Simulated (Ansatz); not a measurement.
**GaS — electric field gradients**

The cell is a COD entry, ions relaxed with PBE at fixed cell.

Space group P6_3/mmc (No. 194); a = 3.5850, c = 15.5000 Å, γ = 120.00°.

```csv
site,Wyckoff,site symmetry,x,y,z
Ga,4f,3m.,0.3333,0.6667,0.1710
S,4f,3m.,0.3333,0.6667,0.6008
```

One atom of each set is listed.

The numbers come from a DFT calculation in Ansatz (PBE, plane waves and PAW, with spin–orbit coupling, 420 eV cutoff, Γ-centred 14×14×3 k-points, Fermi–Dirac smearing 0.02 eV).

V_zz is the principal component of the electric field gradient with the largest magnitude, η = (V_xx − V_yy)/V_zz and C_Q = eQV_zz/h.

Ga-71: I = 3/2, Q = 107.0 mb; ³³S: I = 3/2, Q = -69.40 mb. Quadrupole moments are those of Pyykkö's year-2017 table.

(1) Which values are expected at the nuclei?

Answers

(1) 

| site | atoms | first shell | V_zz (10²¹ V/m²) | η | C_Q (MHz) |
| --- | --- | --- | --- | --- | --- |
| Ga | 4 | 3 S at 2.34 Å; also 1 Ga at 2.45 Å | -7.80 | 0.00 | -20.2 |
| S | 4 | 3 Ga at 2.34 Å | -5.58 | 0.00 | 9.37 |

An axis of threefold or higher order runs through Ga and S, so V_zz lies along it and η is zero.

Hardware: 1 thread of Intel Xeon 6975P-C (Granite Rapids) (x86_64; 16 cores open to the job, memory cap 3.0 GiB, no GPU), a shared host with a load of 0.6 a core. Wall time 2.5 min, CPU time 2.5 min, peak memory 1.4 GiB.
